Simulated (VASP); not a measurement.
# ZnO (zincite) (P6_3mc) in VASP: a series of runs

One crystal, ZnO (zincite), is run at these levels: PBE+D3(BJ); tasks: relaxation of shape and atoms at fixed volume.

Program: VASP 6.6.1. These are calculated values, not measurements. Logs are shortened: lines on timing, memory, paths and dates and some standing lists are left out, and cuts for length are marked.

**Experimental background.**

“Electronic structure of alkaline earth and post-transition metal oxides”, 2009, arxiv:0908.1581 quotes, for a bulk crystal of ZnO: band gap 3.37 eV.

How close the calculation comes is told below.

**1. The structure**

Symmetry: P6_3mc, No. 186, hexagonal system. The conventional cell has a = 3.262 Å, b = 3.262 Å, c = 5.265 Å, α = 90.00°, β = 90.00°, γ = 120.00°. Zn (site symmetry 3m) has 4 O at 1.99 to 2.00 Å as nearest neighbours. O (site symmetry 3m) is surrounded by 4 Zn at 1.99 to 2.00 Å.

**2. Relaxation of shape and atoms at fixed volume, PBE+D3(BJ)**

INCAR

```
PREC     = Accurate       # precision mode
ENCUT    = 600            # plane-wave cutoff, eV
EDIFF    = 1E-7           # SCF threshold, eV
ISMEAR   = 0              # smearing method
SIGMA    = 0.03           # smearing width, eV
LREAL    = F              # projectors in reciprocal space
LASPH    = T              # aspherical terms in the spheres
NELM     = 80             # most SCF steps
ALGO     = Fast           # electronic algorithm
ISIF     = 4              # what is computed and relaxed
LWAVE    = F              # write WAVECAR
LCHARG   = F              # write CHGCAR
GGA      = PE             # functional
IVDW     = 12             # dispersion correction
IBRION   = 2              # ionic algorithm
NSW      = 40             # ionic steps
EDIFFG   = -0.01          # ionic threshold
```

KPOINTS

```
regular mesh
0
Gamma
  9 9 5
```

POSCAR

```
ZnO                                     
1.0
    3.2620314277      0.0000000000      0.0000000000
   -1.6310157139      2.8250020844     -0.0000000000
    0.0000000000      0.0000000000      5.2646529649
  Zn              O             
     2     2
Direct
     0.3333333332999970    0.6666666667000030    0.4999425256542325
     0.6666666667000030    0.3333333332999970    0.9999425256542326
     0.6666666667000030    0.3333333332999970    0.3790674743457684
     0.3333333332999970    0.6666666667000030    0.8790674743457684
```

Potentials or basis: VASP PAW PBE potentials, release 64 (Zn, O).

Run with:

```bash
> cat potpaw_PBE.64/Zn/POTCAR potpaw_PBE.64/O/POTCAR > POTCAR
> mpirun -np 1 vasp_std > vasp.out
```

OUTCAR:

```text
PREC = Accurate
   ENCUT = 600
   EDIFF = 1E-7
   ISMEAR = 0
   LREAL = F
   LASPH = T
   NELM = 80
   ISIF = 4
   GGA = PE
   IVDW = 12
   IBRION = 2
   NSW = 40
   EDIFFG = -0.01
 IVDW          = 12

 ion  position               nearest neighbor table
   1  0.333  0.667  0.500-   3 1.99   3 1.99   3 1.99   4 2.00
   2  0.667  0.333  1.000-   4 1.99   4 1.99   4 1.99   3 2.00
   3  0.667  0.333  0.379-   1 1.99   1 1.99   1 1.99   2 2.00
   4  0.333  0.667  0.879-   2 1.99   2 1.99   2 1.99   1 2.00

  LATTYP: Found a hexagonal cell.
 ALAT       =     3.2620314277
 C/A-ratio  =     1.6139185295

  Lattice vectors:

 A1 = (   3.2620314277,   0.0000000000,   0.0000000000)
 A2 = (  -1.6310157139,   2.8250020844,   0.0000000000)
 A3 = (   0.0000000000,   0.0000000000,   5.2646529649)

Analysis of symmetry for initial positions (statically):
=====================================================================
 Subroutine PRICEL returns:
 Original cell was already a primitive cell.

 Routine SETGRP: Setting up the symmetry group for a
 hexagonal supercell.

 Subroutine GETGRP returns: Found 12 space group operations
 (whereof  6 operations were pure point group operations)
 out of a pool of 24 trial point group operations.

The static configuration has the point symmetry C_3v.
 The point group associated with its full space group is C_6v.

Analysis of symmetry for dynamics (positions and initial velocities):
=====================================================================
 Subroutine PRICEL returns:
 Original cell was already a primitive cell.

 Routine SETGRP: Setting up the symmetry group for a
 hexagonal supercell.

 Subroutine GETGRP returns: Found 12 space group operations
 (whereof  6 operations were pure point group operations)
 out of a pool of 24 trial point group operations.

The dynamic configuration has the point symmetry C_3v.
 The point group associated with its full space group is C_6v.

 Subroutine INISYM returns: Found 12 space group operations
 (whereof  6 operations are pure point group operations),
 and found     1 'primitive' translations

----------------------------------------------------------------------------------------

                                     Primitive cell

  volume of cell :      48.5151

  direct lattice vectors                    reciprocal lattice vectors
     3.262031428  0.000000000  0.000000000     0.306557439  0.176991020  0.000000000
[... 94 lines left out ...]
   IBRION =      2    ionic relax: 0-MD 1-quasi-New 2-CG
   NFREE  =      1    steps in history (QN), initial steepest desc. (CG)
   ISIF   =      4    stress and relaxation
   ISYM   =      2    0-nonsym 1-usesym 2-fastsym
   POTIM  = 0.5000    time-step for ionic-motion
   TEBEG  =    0.0;   TEEND  =   0.0 temperature during run
   PSTRESS=    0.0 pullay stress
   NELECT =      36.0000    total number of electrons
   NUPDOWN=      -1.0000    fix difference up-down
   EMIN   =  10.00;   EMAX   =-10.00  energy-range for DOS
   EFERMI =   0.00;   METHOD = LEGACY
   ISMEAR =     0;   SIGMA  =   0.03  broadening in eV -4-tet -1-fermi 0-gaus
   EFERMI_NEDOS =   21; number of points for ismear=-14 and -15
   IALGO  =     68    algorithm
   IMIX   =      4    mixing-type and parameters
     AMIX     =   0.40;   BMIX     =  1.00
     AMIX_MAG =   1.60;   BMIX_MAG =  1.00
  volume/ion in A,a.u.               =      12.13        81.85
  Fermi-wavevector in a.u.,A,eV,Ry     =   1.482120  2.800801 29.887652  2.196680
  Thomas-Fermi vector in A             =   2.595946
   LORBIT       =      0    0 simple, 1 ext, 2 COOP (PROOUT), +10 PAW based schemes
   GGA     = PE    functional components
   LHFCALC =     F    Hartree Fock is set to
   AEXX    =    0.0000 exact exchange contribution
   IVDW    =    12    specifies the selected vdW correction
   LEPSILON=     F    determine dielectric tensor
   LRPA    =     F    only Hartree local field effects (RPA)
 conjugate gradient relaxation of ions
 non-spin polarized calculation
 RMM-DIIS sequential band-by-band and
 Gauss-broadening in eV      SIGMA  =   0.03
  energy-cutoff  :      600.00
  volume of cell :       48.52
 maximum number of plane-waves:      1653
 NGX is ok and might be reduce to    28
   NGX = 13   NGY = 13   NGZ = 21

 number of electron      36.0000014 magnetization

 Free energy of the ion-electron system (eV)
  ---------------------------------------------------
  ext. energy  EPLUGINS =         0.00000000
  ---------------------------------------------------
  free energy    TOTEN  =       -17.85414991 eV

  energy without entropy =      -17.85414991  energy(sigma->0) =      -17.85414991

 E-fermi :   1.1905     XC(G=0): -10.8101

 val. band max:        1.0350087433   @ k =   0.0000   0.0000   0.0000
 cond. band min:       1.7876060885   @ k =   0.0000   0.0000   0.0000
 fundamental gap:      0.7525973452
 Fermi energy:         1.1905032724

 k-point     1 :       0.0000    0.0000    0.0000
  band No.  band energies     occupation
      1     -16.9084      2.00000
      2     -16.2176      2.00000
      3      -4.5741      2.00000
      4      -4.5741      2.00000
      5      -4.5321      2.00000
      6      -4.4671      2.00000
[... 589 lines left out ...]
     21       8.7760      0.00000
     22       9.1275      0.00000

 [... further k-points ...]

------------------------ aborting loop because EDIFF is reached ----------------------------------------

 Edisp (eV)   -0.87963

 E8    (eV) :    -0.3320

  FORCE on cell =-STRESS in cart. coord.  units (eV):
  Direction    XX          YY          ZZ          XY          YZ          ZX
  --------------------------------------------------------------------------------------
  -------------------------------------------------------------------------------------
  Total      -0.02129    -0.02129    -0.01879     0.00000     0.00000     0.00000
  in kB      -0.70318    -0.70318    -0.62050     0.00000     0.00000     0.00000
  external pressure =       -0.68 kB  Pullay stress =        0.00 kB

 VOLUME and BASIS-vectors are now :
 -----------------------------------------------------------------------------
  energy-cutoff  :      600.00
  volume of cell :       48.52
      direct lattice vectors                 reciprocal lattice vectors
     3.262031428  0.000000000  0.000000000     0.306557439  0.176991020  0.000000000
    -1.631015714  2.825002084  0.000000000     0.000000000  0.353982040  0.000000000
     0.000000000  0.000000000  5.264652965     0.000000000  0.000000000  0.189946043

 POSITION                                       TOTAL-FORCE (eV/Angst)
 -----------------------------------------------------------------------------------
     -0.00000      1.88333      2.63202        -0.000000      0.000000      0.003808
      1.63102      0.94167      5.26435        -0.000000     -0.000000      0.003808
      1.63102      0.94167      1.99566        -0.000000      0.000000     -0.003808
     -0.00000      1.88333      4.62799         0.000000     -0.000000     -0.003808
 -----------------------------------------------------------------------------------
    total drift:                                0.000000      0.000000     -0.000093

  FREE ENERGIE OF THE ION-ELECTRON SYSTEM (eV)
  ---------------------------------------------------
  free  energy   TOTEN  =       -18.7337763253 eV

  energy  without entropy=      -18.7337763253  energy(sigma->0) =      -18.73377633

 reached required accuracy - stopping structural energy minimisation
```

It took 85 s on 1 thread of Intel Xeon Platinum 8559C (Emerald Rapids), shared host; peak memory 0.2 GiB.

Results:

```
Free energy                  : -18.7338 eV
Pressure after relaxing      : -0.1 GPa
Largest force after relaxing : 0.004 eV/Å
Band gap on the k mesh       : 0.75 eV, direct
Dispersion energy per atom   : -0.220 eV
```

Forces in eV/Å, atoms in the order of the input:
```
Zn   0.000  0.000  0.004
Zn   0.000  0.000  0.004
O    0.000  0.000 -0.004
O    0.000  0.000 -0.004
```

Final structure:
```cif
data_structure
_symmetry_space_group_name_H-M 'P 1'
_symmetry_Int_Tables_number 1
_cell_length_a 3.2620
_cell_length_b 3.2620
_cell_length_c 5.2647
_cell_angle_alpha 90.000
_cell_angle_beta 90.000
_cell_angle_gamma 120.000
_cell_volume 48.52
loop_
_atom_site_label
_atom_site_type_symbol
_atom_site_fract_x
_atom_site_fract_y
_atom_site_fract_z
_atom_site_occupancy
Zn1 Zn 0.33333 0.66667 0.49994 1
Zn2 Zn 0.66667 0.33333 0.99994 1
O1 O 0.66667 0.33333 0.37907 1
O2 O 0.33333 0.66667 0.87907 1
```

Caveat: the relaxation stopped at its first step, so nothing moved.

**3. Relaxation of shape and atoms at fixed volume, PBE+D3(BJ) (a relaxed cell with its volume scaled by 1.02)**

INCAR is that of step 2.

KPOINTS is that of step 2.

Edit POSCAR of step 2 so:

```diff
@@ -2,5 +2,5 @@
 1.0
-    3.2620314277      0.0000000000      0.0000000000
-   -1.6310157139      2.8250020844     -0.0000000000
-    0.0000000000      0.0000000000      5.2646529649
+    3.2836349144      0.0000000000      0.0000000000
+   -1.6418174572      2.8437112527     -0.0000000000
+    0.0000000000      0.0000000000      5.2995192325
   Zn              O
```

Potentials or basis: VASP PAW PBE potentials, release 64 (Zn, O).

Run with:

```bash
> cat potpaw_PBE.64/Zn/POTCAR potpaw_PBE.64/O/POTCAR > POTCAR
> mpirun -np 1 vasp_std > vasp.out
```

Run time: 78 s. Hardware: 1 thread of Intel Xeon Platinum 8559C (Emerald Rapids), shared host; peak memory 0.2 GiB.

The run converged. Its results:

* Free energy: -18.7274 eV
* Pressure after relaxing: -2.6 GPa
* Band gap on the k mesh: 0.72 eV, direct
* Dispersion energy per atom: -0.216 eV

Forces in eV/Å, atoms in the order of the input:
```
Zn   0.000  0.000  0.003
Zn   0.000  0.000  0.003
O    0.000  0.000 -0.003
O    0.000  0.000 -0.003
```

Final structure:
```
Zn O
1.0
     3.28363    0.00000    0.00000
    -1.64182    2.84371    0.00000
     0.00000    0.00000    5.29952
Zn O
2 2
Direct
  0.33333 0.66667 0.49994
  0.66667 0.33333 0.99994
  0.66667 0.33333 0.37907
  0.33333 0.66667 0.87907
```

Levels at points of the mesh, in eV from the valence-band top:
```tsv
k point	band 16	band 17	band 18	band 19	band 20	band 21
(0.00, 0.00, 0.00)	-0.08	0.00	0.00	0.72	5.08	8.06
```

Caveat: the relaxation stopped at its first step, so nothing moved.

(Part 1 of 2 ends here.)
